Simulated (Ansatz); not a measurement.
# Mg: the order of phases at one pressure

Which of fcc, bcc, hcp, beta tin, dhcp, simple hexagonal has the lowest enthalpy for Mg at one common pressure? The runs shown use LAPW. Companion runs by PAW are cited.

Program: Ansatz 0.2.0. Level of theory: DFT, PBE, all-electron LAPW, scalar-relativistic. These are calculated values, not measurements.

## 1. Starting point

Symmetry: Fm-3m, No. 225, cubic system. The conventional cell has a = 4.151 Å, b = 4.151 Å, c = 4.151 Å, α = 90.00°, β = 90.00°, γ = 90.00°. Mg (site symmetry m-3m) has 12 Mg at 2.94 Å in its first shell of neighbours.

As a file:

```xyz
1
Lattice="0.0000 2.0756 2.0756 2.0756 0.0000 2.0756 2.0756 2.0756 0.0000" Properties=species:S:1:pos:R:3 pbc="T T T"
Mg    0.0000    0.0000    0.0000
```

## 2. Fcc relaxed under pressure, LAPW

input.yaml reads:

```yaml
crystal:
  lattice:
    - [0.0, 2.0755527098, 2.0755527098]
    - [2.0755527098, 0.0, 2.0755527098]
    - [2.0755527098, 2.0755527098, 0.0]
  atoms:
    - { symbol: Mg, position: [0.0, 0.0, 0.0] }
kpoints:
  mp_grid: { grid: [16, 16, 16] }
scf:
  occupations: { method: fermi_dirac, width: 0.1 }
hamiltonian:
  xc: pbe
  pseudopotentials: { kind: all_electron, lapw: { basis_error: 0.0005 } }
output:
  forces: true
  stress: true
  eigenvalues: true
relax:
  f_tol: 0.005
  max_steps: 12
  cell: { p_target: 15.0, stress_tol: 0.03 }
```

Run with:

```console
ansatz run input.yaml --threads 1 --pin off --max-ram 3584MiB --backend cpu --events-out ev --progress --plain --runs-dir out
```

Further steps of the session: Bcc relaxed under pressure, LAPW; Hcp relaxed under pressure, LAPW; Beta tin relaxed under pressure, LAPW; Dhcp at the cell that PAW relaxed, LAPW; Simple hexagonal relaxed under pressure, LAPW.

Q: Predict the outcome of this session. Wanted: pressure; lowest (for each run or level that gives them).

**Answer**, as computed:

```
     quantity                          value
     pressure                         15 GPa
lowest (LAPW)  hcp, 10.3 meV/atom under dhcp
 lowest (PAW)  hcp, 10.3 meV/atom under dhcp
```

In words: By LAPW the order is hcp < dhcp < bcc ≈ fcc < simple hexagonal < beta tin. By PAW the order is hcp < dhcp < bcc ≈ fcc < simple hexagonal < beta tin. The methods agree on the lowest phase. Only these structures were tried, with electrons smeared by 0.1 eV and without vibrations, so the true ground state may be another. The k meshes differ between phases and weren't tested, which can move differences by some meV.
